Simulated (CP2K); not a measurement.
Here is a CP2K 2026.2 calculation.

ge_scf.inp

```
&GLOBAL
  PROJECT ge_scf
  RUN_TYPE ENERGY_FORCE
  PRINT_LEVEL LOW
&END GLOBAL
&FORCE_EVAL
  METHOD QS
  STRESS_TENSOR ANALYTICAL
  &DFT
    BASIS_SET_FILE_NAME BASIS_MOLOPT_UZH
    POTENTIAL_FILE_NAME POTENTIAL_UZH
    &MGRID
      CUTOFF 450
      REL_CUTOFF 60
      NGRIDS 5
    &END MGRID
    &QS
      METHOD GPW
      EPS_DEFAULT 1.0E-10
    &END QS
    &KPOINTS
      SCHEME MONKHORST-PACK 8 8 8
      GAMMA_CENTERED T
      SYMMETRY T
      SYMMETRY_BACKEND SPGLIB
    &END KPOINTS
    &SCF
      SCF_GUESS ATOMIC
      EPS_SCF 1.0E-6
      MAX_SCF 100
      ADDED_MOS 10
      CHOLESKY OFF
      EPS_EIGVAL 1.0E-7
      &DIAGONALIZATION ON
        ALGORITHM STANDARD
      &END DIAGONALIZATION
      &MIXING ON
        METHOD BROYDEN_MIXING
        ALPHA 0.4
        BETA 1.5
        NBUFFER 8
      &END MIXING
      &SMEAR ON
        METHOD GAUSSIAN
        SIGMA [eV] 0.03
      &END SMEAR
    &END SCF
    &XC
      &XC_FUNCTIONAL
        &GGA_X_PBE
        &END GGA_X_PBE
        &GGA_C_PBE
        &END GGA_C_PBE
      &END XC_FUNCTIONAL
    &END XC
    &PRINT
      &KPOINTS ON
      &END KPOINTS
      &MULLIKEN ON
      &END MULLIKEN
      &MO ON
        ENERGIES T
        OCCUPATION_NUMBERS T
        &EACH
          QS_SCF 0
        &END EACH
        ADD_LAST NUMERIC
      &END MO
      &LOWDIN ON
      &END LOWDIN
      &HIRSHFELD ON
        SHAPE_FUNCTION DENSITY
      &END HIRSHFELD
    &END PRINT
  &END DFT
  &SUBSYS
    &CELL
      A 4.0006828887 0.0000000000 0.0000000000
      B 2.0003414444 3.4646930141 0.0000000000
      C 2.0003414444 1.1548976714 3.2665439000
      PERIODIC XYZ
    &END CELL
    &COORD
      Ge  6.0010243331 3.4646930141 2.4499079250
      Ge  4.0006828888 2.3097953428 1.6332719500
    &END COORD
    &KIND Ge
      BASIS_SET TZVP-MOLOPT-PBE-GTH-q4
      POTENTIAL GTH-PBE-q4
    &END KIND
    &PRINT
      &ATOMIC_COORDINATES ON
      &END ATOMIC_COORDINATES
      &CELL ON
      &END CELL
      &SYMMETRY ON
      &END SYMMETRY
    &END PRINT
  &END SUBSYS
  &PRINT
    &FORCES ON
    &END FORCES
    &STRESS_TENSOR ON
    &END STRESS_TENSOR
  &END PRINT
&END FORCE_EVAL
```

Potentials or basis: POTENTIAL_UZH Ge GTH-PBE-q4; TZVP-MOLOPT-PBE-GTH basis.

The run is started by

```console
$ OMP_NUM_THREADS=1 cp2k.psmp -i ge_scf.inp -o ge_scf.out
```

Question: Estimate the band gap on the k mesh.

Answer: 0.04 eV, direct.

Question: Predict the pressure.

Answer: 3.9 GPa.

Caveat: the basis of atomic orbitals isn't converged, which shifts pressures, moduli and gaps.

**Measured values to compare with.**

From “Electronic and optical properties of SixGe1-x-ySny alloys lattice-matched to Ge”, 2021, arxiv:2109.02782, for a bulk crystal of Ge at 300 K: band gap 0.807 eV (direct).

A measured gap of Ge is 0.807 eV (direct; 300 K; “Electronic and optical properties of SixGe1-x-ySny alloys lattice-matched to Ge”, 2021, arxiv:2109.02782); the calculated 0.04 eV misses it by -0.77 eV. 3 values of this kind are on record (0.666 to 0.807 eV); this one was drawn at random among those near their median. Spin-orbit coupling on Ge is left out. The value is that of PBE in an atomic basis (POTENTIAL_UZH Ge GTH-PBE-q4; TZVP-MOLOPT-PBE-GTH basis), whose error adds to the functional's, on a finite k mesh, which can miss the band edges, without temperature or zero-point motion. Semilocal functionals fall short of measured gaps as a rule.
